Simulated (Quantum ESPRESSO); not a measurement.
# SnSe: equation of state with r2SCAN

Crystal: SnSe.

```
Sn Se
1.0
     0.00000    3.01000    3.01000
     3.01000    0.00000    3.01000
     3.01000    3.01000    0.00000
Sn Se
1 1
Direct
  0.00000 0.00000 0.00000
  0.50000 0.50000 0.50000
```

Measurements of this composition are mostly on another form, of space group No. 62.

```json
{"Program": "Quantum ESPRESSO 7.5", "Task": "equation of state", "Functional": "r2SCAN", "Potentials or basis": "SG15 PBE 1.2", "Cutoff": "952 eV", "Density cutoff": "3810 eV", "k mesh": "6 × 6 × 6", "Occupations": "fermi-dirac, width 0.05 eV", "Spin": "no spin polarisation", "Symmetry": "off", "Mixing beta": "0.5", "Most SCF iterations": "120", "SCF threshold": "1e-08 Ry"}
```

```yaml
Equilibrium_volume: 26.70 Å³/atom
Bulk_modulus: 54 GPa
Pressure_derivative_of_the_bulk_modulus: 5.1
```

Energy against volume, from the lowest point:
| volume (Å³/atom) | energy (meV/atom) |
| --- | --- |
| 25.635 | 7.78 |
| 26.180 | 1.77 |
| 26.725 | 0.00 |
| 27.271 | 2.00 |
| 27.816 | 7.32 |
| 28.362 | 15.56 |
| 28.907 | 26.36 |

All runs of the series together: 6.4 min on 4 threads of Intel(R) Xeon(R) 6975P-C (Granite Rapids), with other jobs on the host.

Caveat: the potentials were made for another functional, which shifts forces and pressure.
